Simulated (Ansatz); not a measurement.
**Energy against total moment in Co**

Co is taken as an experimental structure (space group Fm-3m), 1 atom in the cell. Source: COD entry 9011620, which need not be the ambient phase.

```
CELL_PARAMETERS angstrom
0.00000 1.78950 1.78950
1.78950 0.00000 1.78950
1.78950 1.78950 0.00000
ATOMIC_POSITIONS crystal
Co 0.00000 0.00000 0.00000
```

Atoms are numbered from 1 in the order listed.

These are results of Ansatz development build ahead of 0.2.0, DFT, PBE, PAW, plane waves, scalar-relativistic, not measurements.

* Plane-wave cutoff: 420 eV
* k-point mesh: 14×14×14 (Γ-centred)
* Occupations: Gaussian smearing, 0.1 eV

Site moments are integrals over atomic spheres and don't add up to the total.

Each run fixes N↑ − N↓ and starts with that moment spread in parallel over the Co atoms; no search for lower states follows. Energies are free energies per cell above the lowest run, the runs with a free moment included. Each row is one local solution, which need not be the lowest state at that M. The run at M = 0 starts without moments and gives the spin-unpolarised solution. The cell holds one magnetic atom, so only parallel order fits; orders in a larger cell may lie lower.

The run at M = 1.72 μB took 1.3 s on 2 threads of Arm Neoverse V2, on a shared host, peak memory 0.26 GiB.

```
fixed M (μB/cell)  F − F(lowest) (meV/cell)  moments of Co1 (μB)
             0.00                       248                 0.00
             0.43                       230                 0.46
             0.86                         ?                    ?
             1.29                        78                 1.36
             1.72                         0                 1.79
             2.14                       157                 2.15
             2.57                         ?                    ?
             3.00                      1663                 2.80
             3.43                      3084                 3.13
```

(1) Fill in the row for M = 0.86 μB.

(2) Fill in the row for M = 2.57 μB.

Answers

(1) 173 meV; moments Co1 0.91 μB.

(2) 678 meV; moments Co1 2.49 μB.

With the constraint released: “usual moment scaled by 0.1, free total moment [Co1 0.30 μB]” ends at 1.73 μB, 0 meV; “usual moment, free total moment [Co1 3.00 μB]” ends at 1.73 μB, 0 meV.
